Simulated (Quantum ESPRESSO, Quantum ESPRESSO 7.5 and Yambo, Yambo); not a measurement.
# A GW chain in Yambo: KI (Fm-3m)

How does a plane-wave GW calculation on KI (Fm-3m) run from the first input to the gap?

Method: PBE and many-body steps on it, plane waves, in Quantum ESPRESSO 7.5 and Yambo 5.3.0.

### Step 1. The structure

The structure is cubic, space group Fm-3m (No. 225). Conventional cell: a = 7.066 Å, b = 7.066 Å, c = 7.066 Å, α = 90.00°, β = 90.00°, γ = 90.00°. Nearest to K lie 6 I at 3.53 Å. Nearest to I lie 6 K at 3.53 Å. Farther neighbours and most contacts between anions are not listed.

The cell and positions come from the Crystallography Open Database and are kept as given unless a step says otherwise. Spin-orbit coupling is left out unless a step names it.

### Step 2. Ground state

This step: Quantum ESPRESSO 7.5; DFT, PBE, plane waves, norm-conserving pseudopotentials.

The ground-state density comes first.

Input file pw.in:

```
&control
  calculation = 'scf'
  prefix = 'x'
  outdir = 'o'
  pseudo_dir = 'pseudo'
/
&system
  ibrav = 0
  nat = 2
  ntyp = 2
  ecutwfc = 76.0
  nbnd = 22
  force_symmorphic = .true.
/
&electrons
  conv_thr = 1e-10
  electron_maxstep = 80
  mixing_beta = 0.5
/
ATOMIC_SPECIES
  K 39.098 K.upf
  I 126.9 I.upf
CELL_PARAMETERS angstrom
  0.0000000000 3.5327750000 3.5327750000
  3.5327750000 0.0000000000 3.5327750000
  3.5327750000 3.5327750000 -0.0000000000
ATOMIC_POSITIONS crystal
  K 0.0000000000 0.0000000000 0.0000000000
  I 0.5000000000 0.5000000000 0.5000000000
K_POINTS automatic
  6 6 6 0 0 0
```

Launch:

```bash
> OMP_NUM_THREADS=1 mpirun -n 4 pw.x -nk 4 -in pw.in > pw.out
```

The program printed:

```text
Program PWSCF v.7.5 starts

     This program is part of the open-source Quantum ESPRESSO suite
     for quantum simulation of materials; please cite
         "P. Giannozzi et al., J. Phys.:Condens. Matter 21 395502 (2009);
         "P. Giannozzi et al., J. Phys.:Condens. Matter 29 465901 (2017);
         "P. Giannozzi et al., J. Chem. Phys. 152 154105 (2020);
     in publications or presentations arising from this work. More details at
     Message from routine setup:
     using ibrav=0 with symmetry is DISCOURAGED, use correct ibrav instead

     G-vector sticks info

     bravais-lattice index     =            0
     lattice parameter (alat)  =       9.4413  a.u.
     unit-cell volume          =     595.0789 (a.u.)^3
     number of atoms/cell      =            2
     number of atomic types    =            2
     number of electrons       =        34.00
     number of Kohn-Sham states=           22
     kinetic-energy cutoff     =      76.0000  Ry
     charge density cutoff     =     304.0000  Ry
     scf convergence threshold =      1.0E-10
     mixing beta               =       0.5000
     number of iterations used =            8  plain     mixing
     Exchange-correlation= PBE
                           (   1   4   3   4   0   0   0)

     celldm(1)=   9.441258  celldm(2)=   0.000000  celldm(3)=   0.000000
     celldm(4)=   0.000000  celldm(5)=   0.000000  celldm(6)=   0.000000

     crystal axes: (cart. coord. in units of alat)
               a(1) = (   0.000000   0.707107   0.707107 )
               a(2) = (   0.707107   0.000000   0.707107 )
               a(3) = (   0.707107   0.707107  -0.000000 )

     reciprocal axes: (cart. coord. in units 2 pi/alat)
               b(1) = ( -0.707107  0.707107  0.707107 )
               b(2) = (  0.707107 -0.707107  0.707107 )
               b(3) = (  0.707107  0.707107 -0.707107 )
     Pseudo is Norm-conserving + core correction, Zval =  9.0
     Generated using ONCVPSP code by D. R. Hamann
     Using radial grid of 2222 points,  6 beta functions with:
     Pseudo is Norm-conserving + core correction, Zval = 25.0
     Generated using ONCVPSP code by D. R. Hamann
     Using radial grid of 1188 points,  8 beta functions with:
     K                 9.00    39.09800     K ( 1.00)
     I                25.00   126.90000     I ( 1.00)

     48 Sym. Ops., with inversion, found

   Cartesian axes

     site n.     atom                  positions (alat units)
         1        K      tau(   1) = (   0.0000000   0.0000000   0.0000000  )
         2        I      tau(   2) = (   0.7071068   0.7071068   0.7071068  )

     number of k points=    16
                       cart. coord. in units 2pi/alat
        k(    1) = (   0.0000000   0.0000000   0.0000000), wk =   0.0092593
        k(    2) = (   0.1178511   0.1178511  -0.1178511), wk =   0.0740741
        k(    3) = (   0.2357023   0.2357023  -0.2357023), wk =   0.0740741
        k(    4) = (  -0.3535534  -0.3535534   0.3535534), wk =   0.0370370
        k(    5) = (   0.2357023   0.0000000  -0.0000000), wk =   0.0555556
        k(    6) = (   0.3535534   0.1178511  -0.1178511), wk =   0.2222222
        k(    7) = (  -0.2357023  -0.4714045   0.4714045), wk =   0.2222222
        k(    8) = (  -0.1178511  -0.3535534   0.3535534), wk =   0.2222222
        k(    9) = (   0.0000000  -0.2357023   0.2357023), wk =   0.1111111
        k(   10) = (   0.4714045   0.0000000  -0.0000000), wk =   0.0555556
     [... 4 further rows ...]
        k(   15) = (  -0.1178511  -0.3535534   0.5892557), wk =   0.2222222
        k(   16) = (  -0.7071068   0.2357023   0.0000000), wk =   0.1111111

     Dense  grid:    53377 G-vectors     FFT dimensions: (  54,  54,  54)

     Initial potential from superposition of free atoms

     starting charge      33.9807, renormalised to      34.0000
     Starting wfcs are   18 randomized atomic wfcs +    4 random wfcs

     per-process dynamical memory:    43.5 Mb

     Self-consistent Calculation

     iteration #  1     ecut=    76.00 Ry     beta= 0.50

     Threshold (ethr) on eigenvalues was too large:
     Diagonalizing with lowered threshold

     total energy              =    -685.65861520 Ry
     estimated scf accuracy    <       0.02472687 Ry

     iteration #  2     ecut=    76.00 Ry     beta= 0.50

     total energy              =    -685.66145008 Ry
     estimated scf accuracy    <       0.00235962 Ry

     iteration #  3     ecut=    76.00 Ry     beta= 0.50

     total energy              =    -685.66198173 Ry
     estimated scf accuracy    <       0.00023879 Ry

     iteration #  4     ecut=    76.00 Ry     beta= 0.50

     total energy              =    -685.66204321 Ry
     estimated scf accuracy    <       0.00002900 Ry

     iteration #  5     ecut=    76.00 Ry     beta= 0.50

     total energy              =    -685.66205055 Ry
     estimated scf accuracy    <       0.00000045 Ry

     iteration #  6     ecut=    76.00 Ry     beta= 0.50

     total energy              =    -685.66205106 Ry
     estimated scf accuracy    <       0.00000004 Ry

     iteration #  7     ecut=    76.00 Ry     beta= 0.50

     total energy              =    -685.66205108 Ry
     estimated scf accuracy    <          2.5E-09 Ry

     iteration #  8     ecut=    76.00 Ry     beta= 0.50

     End of self-consistent calculation

          k = 0.0000 0.0000 0.0000 (  6615 PWs)   bands (ev):

  -170.5834-117.4416-117.4416-117.4416 -39.8303 -39.8303 -39.8214 -39.8214
   -39.8214 -25.6599  -9.1471  -9.1471  -9.1471  -7.6826   2.8347   2.8347
     2.8347   6.8023   9.3581   9.3581   9.3581  10.0787

          k = 0.1179 0.1179-0.1179 (  6645 PWs)   bands (ev):

  -170.5835-117.4416-117.4416-117.4416 -39.8371 -39.8371 -39.8300 -39.8300
   -39.8267 -25.6594  -9.1881  -9.1477  -9.1477  -7.6103   2.4191   2.7447
     2.7447   7.4248   9.2753   9.6482   9.6482  10.3944

          k = 0.2357 0.2357-0.2357 (  6634 PWs)   bands (ev):

  -170.5834-117.4417-117.4416-117.4416 -39.8338 -39.8338 -39.8314 -39.8249
   -39.8249 -25.6584  -9.2613  -9.1488  -9.1488  -7.4724   1.7847   2.5779
     2.5779   8.1956   9.8646  10.3544  10.3545  11.2227

          k =-0.3536-0.3536 0.3536 (  6658 PWs)   bands (ev):

     [... further k-points ...]

     highest occupied, lowest unoccupied level (ev):     2.8347    6.8023

!    total energy              =    -685.66205108 Ry
     estimated scf accuracy    <          6.6E-11 Ry

     The total energy is the sum of the following terms:
     one-electron contribution =    -589.30595101 Ry
     hartree contribution      =     274.97323333 Ry
     xc contribution           =     -92.17226731 Ry
     ewald contribution        =    -279.15706610 Ry

     convergence has been achieved in   8 iterations

     XML data file, charge density, pseudopotentials, collected wavefunctions

=------------------------------------------------------------------------------=
   JOB DONE.
=------------------------------------------------------------------------------=
```

Run time: 14 s. Hardware: 4 MPI ranks of Arm Neoverse V1, shared host; peak memory 0.37 GiB.

This step gave:

```yaml
total_energy: -9328.9075 eV
gap: 3.968 eV
k_of_the_valence_top: 0, 0, 0
k_of_the_conduction_bottom: 0, 0, 0
least_direct_gap: 3.968 eV
```

The gap is direct, at Γ.

### Step 3. Bands along the symmetry lines

Levels along a band path, at the cheap level, show where the edges lie and whether the meshes to come will hold them.

Input file pw.in:

```
&control
  calculation = 'bands'
  prefix = 'x'
  outdir = 'o'
  pseudo_dir = 'pseudo'
/
&system
  ibrav = 0
  nat = 2
  ntyp = 2
  ecutwfc = 76.0
  nbnd = 23
  force_symmorphic = .true.
/
&electrons
  conv_thr = 1e-9
  electron_maxstep = 80
  diago_full_acc = .true.
  diago_thr_init = 5e-6
/
ATOMIC_SPECIES
  K 39.098 K.upf
  I 126.9 I.upf
CELL_PARAMETERS angstrom
  0.0000000000 3.5327750000 3.5327750000
  3.5327750000 0.0000000000 3.5327750000
  3.5327750000 3.5327750000 -0.0000000000
ATOMIC_POSITIONS crystal
  K 0.0000000000 0.0000000000 0.0000000000
  I 0.5000000000 0.5000000000 0.5000000000
K_POINTS crystal
  50
  0.00000000 0.00000000 0.00000000 1
  0.06250000 0.00000000 0.06250000 1
  0.12500000 0.00000000 0.12500000 1
  0.18750000 0.00000000 0.18750000 1
  0.25000000 0.00000000 0.25000000 1
  0.31250000 0.00000000 0.31250000 1
  0.37500000 0.00000000 0.37500000 1
  0.43750000 0.00000000 0.43750000 1
  0.50000000 0.00000000 0.50000000 1
  0.51562500 0.03125000 0.51562500 1
  0.53125000 0.06250000 0.53125000 1
  0.54687500 0.09375000 0.54687500 1
  0.56250000 0.12500000 0.56250000 1
  0.57812500 0.15625000 0.57812500 1
  0.59375000 0.18750000 0.59375000 1
  0.60937500 0.21875000 0.60937500 1
  0.62500000 0.25000000 0.62500000 1
  0.37500000 0.37500000 0.75000000 1
  0.32812500 0.32812500 0.65625000 1
  0.28125000 0.28125000 0.56250000 1
  0.23437500 0.23437500 0.46875000 1
  0.18750000 0.18750000 0.37500000 1
  0.14062500 0.14062500 0.28125000 1
  0.09375000 0.09375000 0.18750000 1
  0.04687500 0.04687500 0.09375000 1
  0.00000000 0.00000000 0.00000000 1
  0.06250000 0.06250000 0.06250000 1
  0.12500000 0.12500000 0.12500000 1
  0.18750000 0.18750000 0.18750000 1
  0.25000000 0.25000000 0.25000000 1
  0.31250000 0.31250000 0.31250000 1
  0.37500000 0.37500000 0.37500000 1
  0.43750000 0.43750000 0.43750000 1
  0.50000000 0.50000000 0.50000000 1
  0.50000000 0.46875000 0.53125000 1
  0.50000000 0.43750000 0.56250000 1
  0.50000000 0.40625000 0.59375000 1
  0.50000000 0.37500000 0.62500000 1
  0.50000000 0.34375000 0.65625000 1
  0.50000000 0.31250000 0.68750000 1
  0.50000000 0.28125000 0.71875000 1
  0.50000000 0.25000000 0.75000000 1
  0.50000000 0.21875000 0.71875000 1
  0.50000000 0.18750000 0.68750000 1
  0.50000000 0.15625000 0.65625000 1
  0.50000000 0.12500000 0.62500000 1
  0.50000000 0.09375000 0.59375000 1
  0.50000000 0.06250000 0.56250000 1
  0.50000000 0.03125000 0.53125000 1
  0.50000000 0.00000000 0.50000000 1
```

The program printed:

```text
[banner, memory and clock lines left out]
Program PWSCF v.7.5 starts

     Atomic positions and unit cell read from directory:
     o/x.save/

     Message from routine setup:
     using ibrav=0 with symmetry is DISCOURAGED, use correct ibrav instead

     G-vector sticks info

     bravais-lattice index     =            0
     lattice parameter (alat)  =       9.4413  a.u.
     unit-cell volume          =     595.0789 (a.u.)^3
     number of atoms/cell      =            2
     number of atomic types    =            2
     number of electrons       =        34.00
     number of Kohn-Sham states=           23
     kinetic-energy cutoff     =      76.0000  Ry
     charge density cutoff     =     304.0000  Ry
     Exchange-correlation= PBE
                           (   1   4   3   4   0   0   0)

     celldm(1)=   9.441258  celldm(2)=   0.000000  celldm(3)=   0.000000
     celldm(4)=   0.000000  celldm(5)=   0.000000  celldm(6)=   0.000000

     crystal axes: (cart. coord. in units of alat)
               a(1) = (   0.000000   0.707107   0.707107 )
               a(2) = (   0.707107   0.000000   0.707107 )
               a(3) = (   0.707107   0.707107  -0.000000 )

     reciprocal axes: (cart. coord. in units 2 pi/alat)
               b(1) = ( -0.707107  0.707107  0.707107 )
               b(2) = (  0.707107 -0.707107  0.707107 )
               b(3) = (  0.707107  0.707107 -0.707107 )
     Pseudo is Norm-conserving + core correction, Zval =  9.0
     Generated using ONCVPSP code by D. R. Hamann
     Using radial grid of 2222 points,  6 beta functions with:
     Pseudo is Norm-conserving + core correction, Zval = 25.0
     Generated using ONCVPSP code by D. R. Hamann
     Using radial grid of 1188 points,  8 beta functions with:
     K                 9.00    39.09800     K ( 1.00)
     I                25.00   126.90000     I ( 1.00)

     48 Sym. Ops., with inversion, found

   Cartesian axes

     site n.     atom                  positions (alat units)
         1        K      tau(   1) = (   0.0000000   0.0000000   0.0000000  )
         2        I      tau(   2) = (   0.7071068   0.7071068   0.7071068  )

     number of k points=    50
                       cart. coord. in units 2pi/alat
        k(    1) = (   0.0000000   0.0000000   0.0000000), wk =   0.0400000
        k(    2) = (   0.0000000   0.0883883   0.0000000), wk =   0.0400000
        k(    3) = (   0.0000000   0.1767767   0.0000000), wk =   0.0400000
[...]
[... 38 further rows ...]
        k(   49) = (   0.0441942   0.7071068   0.0000000), wk =   0.0400000
        k(   50) = (   0.0000000   0.7071068   0.0000000), wk =   0.0400000

     Dense  grid:    53377 G-vectors     FFT dimensions: (  54,  54,  54)

     The potential is recalculated from file :
     o/x.save/charge-density

     Starting wfcs are   18 randomized atomic wfcs +    5 random wfcs

     Band Structure Calculation

     End of band structure calculation

          k = 0.0000 0.0000 0.0000 (  6615 PWs)   bands (ev):

  -170.5835-117.4416-117.4416-117.4416 -39.8304 -39.8304 -39.8214 -39.8214
   -39.8214 -25.6599  -9.1471  -9.1471  -9.1471  -7.6826   2.8347   2.8347
     2.8347   6.8023   9.3581   9.3581   9.3581  10.0788  10.0788

          k = 0.0000 0.0884 0.0000 (  6647 PWs)   bands (ev):

  -170.5835-117.4417-117.4417-117.4417 -39.8387 -39.8334 -39.8309 -39.8309
   -39.8263 -25.6598  -9.1544  -9.1478  -9.1478  -7.6682   2.7413   2.8173
     2.8173   6.9381   9.2512   9.4527   9.4527  10.1051  10.1695

          k = 0.0000 0.1768 0.0000 (  6651 PWs)   bands (ev):

  -170.5835-117.4417-117.4417-117.4416 -39.8457 -39.8355 -39.8305 -39.8276
   -39.8276 -25.6595  -9.1722  -9.1497  -9.1497  -7.6310   2.5166   2.7694
     2.7694   7.2817   8.9915   9.7302   9.7302  10.1828  10.4245

          k =-0.0000 0.2652 0.0000 (  6651 PWs)   bands (ev):

[...]
k = 0.0000 0.4419-0.0000 (  6674 PWs)   bands (ev):

[...]
k =-0.0000 0.5303 0.0000 (  6678 PWs)   bands (ev):

[...]
k = 0.0000 0.6187-0.0000 (  6670 PWs)   bands (ev):

[...]
k = 0.4640 0.4640-0.0000 (  6663 PWs)   bands (ev):

[...]
k = 0.3315 0.3315-0.0000 (  6641 PWs)   bands (ev):

[...]
k = 0.3094 0.7071-0.0000 (  6674 PWs)   bands (ev):

[...]
k = 0.2210 0.7071-0.0000 (  6660 PWs)   bands (ev):

[...]
k = 0.1768 0.7071-0.0000 (  6678 PWs)   bands (ev):

[...]
k = 0.0442 0.7071 0.0000 (  6690 PWs)   bands (ev):

  -170.5836-117.4418-117.4417-117.4417 -39.8507 -39.8459 -39.8453 -39.8435
   -39.8249 -25.6572  -9.1920  -9.1667  -9.1656  -7.5390   1.8475   2.4610
     2.4622   7.8197   8.6508  10.9697  11.5276  11.5563  12.4548

          k = 0.0000 0.7071 0.0000 (  6710 PWs)   bands (ev):

  -170.5836-117.4418-117.4418-117.4418 -39.8536 -39.8503 -39.8481 -39.8481
   -39.8325 -25.6572  -9.1923  -9.1654  -9.1654  -7.5413   1.8429   2.4704
     2.4704   7.7921   8.6215  10.9556  11.5438  11.6391  12.4158

     XML data file, pseudopotentials, collected wavefunctions
```

The job ended after 16 s (4 MPI ranks; peak memory 0.29 GiB).

This step gave:

```
gap                        : 3.968 eV
k of the valence top       : 0, 0, 0
k of the conduction bottom : 0, 0, 0
least direct gap           : 3.968 eV
```

The gap is 3.968 eV, as in the run before at this level.

Electronic bands along the path, in eV, zero at the top of the highest filled band:

```csv
point,band 14,band 15,band 16,band 17,band 18,band 19,band 20,band 21
Γ,-10.52,0.00,0.00,0.00,3.97,6.52,6.52,6.52
halfway,-10.39,-0.78,-0.20,-0.20,5.30,5.55,7.63,7.91
X,-10.38,-0.99,-0.36,-0.36,4.96,5.79,8.12,8.71
halfway,-10.36,-0.96,-0.49,-0.37,5.16,6.02,8.23,8.34
U,-10.32,-0.85,-0.75,-0.38,5.63,6.66,7.63,8.28
jump to K,-10.32,-0.85,-0.75,-0.38,5.63,6.66,7.63,8.28
halfway,-10.34,-0.87,-0.30,-0.24,5.55,6.31,7.22,7.43
Γ,-10.52,0.00,0.00,0.00,3.97,6.52,6.52,6.52
halfway,-10.38,-0.76,-0.18,-0.18,5.06,6.59,7.13,7.13
L,-10.24,-1.31,-0.33,-0.33,5.54,7.71,8.19,8.19
halfway,-10.28,-1.10,-0.54,-0.39,6.05,6.87,7.40,8.28
W,-10.32,-0.72,-0.72,-0.60,6.48,6.48,6.66,8.19
halfway,-10.35,-0.92,-0.48,-0.48,5.38,6.19,7.89,8.33
X,-10.38,-0.99,-0.36,-0.36,4.96,5.79,8.12,8.71
```

The electronic bands as a text plot (rows in eV, shown from -8.0 to 7.2 only):

```
    6.9 |++++             ++++  ++++++++ ++++++      ++++++++
    6.3 |++++          +++ ++++++++++++++++++         +++++++++
    5.7 |    ++++++++++  ++     +              +++++++      ++ ++
    5.0 |    ++++++++++++        ++        ++++               +++
    4.4 | +++                      +++  +++
    3.8 |+                            ++
    3.1 |
    2.5 |
    1.8 |
    1.2 |
    0.6 |
   -0.1 |****************  ***************************          *
   -0.7 |    **********************        ****     *************
   -1.3 |                   **                 ********
   -2.0 |
   -2.6 |
   -3.2 |
   -3.9 |
   -4.5 |
   -5.1 |
   -5.8 |
   -6.4 |
   -7.0 |
   -7.7 |
         Γ           X  U|K            Γ         L        W     X
```

[end of part 1 of 2]

[Paths, hosts, dates, memory and timing lines, banners, echoed tables and standing remarks are left out of the program output.]

[Logs are printed without paths, hosts, clocks, repeated set-up lines and the standing remarks that a program may print on its own settings, such as how far it seeks lower states.]

[Runs of the session that timed out or met a known fault of the program may be left out.]

[Hosts, paths, dates, database ids (printed as entryN), source tags and the programs' standing remarks are cut or masked in the printed files.]
